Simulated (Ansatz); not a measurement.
## InSb at several levels of theory

Method: DFT PBE, scalar-relativistic, plane waves in Ansatz. The atoms stay where they are, in a cell that isn't relaxed at these levels; pressure is positive in compression. Spin–orbit coupling is left out, which matters for the gaps of heavy elements.

```
In Sb
1.0
     3.06331   -3.08137    0.00000
     3.06331    3.08137    0.00000
     0.00000    0.00000    6.12689
In Sb
2 2
Direct
  0.27941 0.72059 0.25000
  0.72059 0.27941 0.75000
  0.77721 0.22279 0.25000
  0.22279 0.77721 0.75000
```

```json
{
  "Γ-centred k-mesh": "10×10×8",
  "occupation rule": "Gaussian smearing, 0.1 eV",
  "spin treatment": "unpolarised"
}
```

```
         set of potentials cutoff (eV) gap on mesh (eV) P (GPa) largest force (eV/Å)
         PAW (default set)          420             metal      0.1                 0.011
          PAW (harder set)          710             metal      0.1                 0.010
norm-conserving potentials         1088             metal      0.1                 0.010
```

This form isn't the usual stable structure of the compound.